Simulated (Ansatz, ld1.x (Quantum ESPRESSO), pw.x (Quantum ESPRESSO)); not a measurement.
B: does the PAW potential hold in the solid?

boron (B), PAW, made with ld1.x (Quantum ESPRESSO) 7.5 (PBE, scalar-relativistic). Core [He], reference 2s2 2p1. Waves: 2s (bound): rcut 1.50, rcutus 1.60 bohr; 2s channel at 0.15 Ry: rcut 1.50, rcutus 1.60 bohr; 2p (bound): rcut 2.20, rcutus 2.75 bohr; 2p channel at 0.1 Ry: rcut 2.20, rcutus 2.75 bohr; 3d channel at 0.35 Ry: rcut 2.25, rcutus 2.65 bohr; 3d channel at 1.15 Ry: rcut 2.25, rcutus 2.65 bohr. Local part: all-electron potential smoothed inside 2.00 bohr (lloc = -1). Core correction: Bessel-smoothed model core inside 1.20 bohr. Augmentation charge: GAUSS, radius 1.65 bohr.

Crystal test: fcc B in pw.x 7.5, no spin, 18³ k-points, Fermi–Dirac smearing 0.01 Ry, cutoffs 40/320 Ry. The lattice is a test structure that the element need not adopt, and mesh and smearing are coarse.

pw.x input:

```
&control
  calculation='scf', prefix='x', pseudo_dir='./', outdir='./tmp', tstress=.true., disk_io='low'
/
&system
  ibrav=0, nat=1, ntyp=1, ecutwfc=40, ecutrho=320, nbnd=8,
  occupations='smearing', smearing='fd', degauss=0.01
/
&electrons
  conv_thr=1e-09, mixing_beta=0.4, electron_maxstep=70
/
ATOMIC_SPECIES
B 1.0 B.UPF
CELL_PARAMETERS angstrom
  0.00000000 1.43403007 1.43403007
  1.43403007 0.00000000 1.43403007
  1.43403007 1.43403007 0.00000000
ATOMIC_POSITIONS crystal
B 0.0000 0.0000 0.0000
K_POINTS automatic
18 18 18 0 0 0
```

```bash
pw.x < B.scf.in > B.scf.out
```

Question: How does the run end?

Answer: It converges; the pressure is 1.56 GPa against -0.40 GPa from all-electron LAPW. The largest radius (2.75 bohr) exceeds half the bond length (1.92 bohr), so the spheres overlap, which is one possible source of error among others. The log shows:

```
Message from routine setup:
     using ibrav=0 with symmetry is DISCOURAGED, use correct ibrav instead
     lattice parameter (alat)  =       3.8324  a.u.
     unit-cell volume          =      39.8017 (a.u.)^3
     number of electrons       =         3.00
     number of Kohn-Sham states=            8
     kinetic-energy cutoff     =      40.0000  Ry
     charge density cutoff     =     320.0000  Ry
     scf convergence threshold =      1.0E-09
     Exchange-correlation= SLA  PW   PBX  PBC
     number of k points=   195  Fermi-Dirac smearing, width (Ry)=  0.0100
     iteration #  1     ecut=    40.00 Ry     beta= 0.40
     total energy              =     -11.35230549 Ry
     estimated scf accuracy    <       0.00586189 Ry
     iteration #  2     ecut=    40.00 Ry     beta= 0.40
     total energy              =     -11.35994439 Ry
     estimated scf accuracy    <       0.00220003 Ry
     iteration #  3     ecut=    40.00 Ry     beta= 0.40
     total energy              =     -11.36007459 Ry
     estimated scf accuracy    <       0.00000444 Ry
     iteration #  4     ecut=    40.00 Ry     beta= 0.40
     total energy              =     -11.36009479 Ry
     estimated scf accuracy    <       0.00000500 Ry
     iteration #  5     ecut=    40.00 Ry     beta= 0.40
     total energy              =     -11.36009747 Ry
     estimated scf accuracy    <       0.00000003 Ry
     iteration #  6     ecut=    40.00 Ry     beta= 0.40
     total energy              =     -11.36009848 Ry
     estimated scf accuracy    <       0.00000003 Ry
     iteration #  7     ecut=    40.00 Ry     beta= 0.40
     the Fermi energy is    14.0441 ev
!    total energy              =     -11.36009902 Ry
     estimated scf accuracy    <          5.8E-10 Ry
     smearing contrib. (-TS)   =      -0.00099682 Ry
     convergence has been achieved in   7 iterations
          total   stress  (Ry/bohr**3)                   (kbar)     P=       15.65
```
